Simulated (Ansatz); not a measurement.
**Migration of H in C**

Computed with DFT PBE+D3(BJ), scalar-relativistic, plane waves, PAW (Ansatz 0.2.0). (420 eV cutoff, 2×2×2 k-mesh, shifted by half a step, Gaussian smearing of 0.02 eV, collinear spin)

Host crystal, relaxed:

```
CELL_PARAMETERS angstrom
2.13468 -1.23246 -0.01079
2.13468 1.23246 -0.01079
-1.40161 0.00000 3.38107
ATOMIC_POSITIONS crystal
C 0.83337 0.83337 0.00011
C 0.16663 0.16663 0.99989
```

In a supercell of 32 host sites, interstitial H hops to an equivalent place, moving 1.51 Å between the relaxed ends. Climbing-image nudged elastic band at fixed cell with images 0 (start) to 6 (end), the path measured over all atoms, converged to 0.05 eV/Å; the order of the saddle wasn't checked, and the small cell leaves errors of about a tenth of an eV. Zero-point motion and tunnelling, which matter for H, are left out. At the top the atom squeezes straight between two others, where symmetry can hold a band on a ridge, so a bent path, such as one by way of a neighbouring hole, may have a much lower barrier.

Supercell rows in host cell vectors: 1 1 -1; 1 -3 -1; -3 1 -1. H was set at (0.333, 0.417, 0.562) of the host cell.

At the relaxed start H has 1 C at 1.12 Å.

With moments and this functional the run may sit in a state above the lowest one. The starting moments weren't kept.

How high is the barrier, and where does the atom pass?

1.00 eV at image 3, where H has 2 C at 1.58 Å, 4 C at 2.08 Å.

Cost: 1 run of about 27 core-minutes, on Arm Neoverse V2 (shared hosts).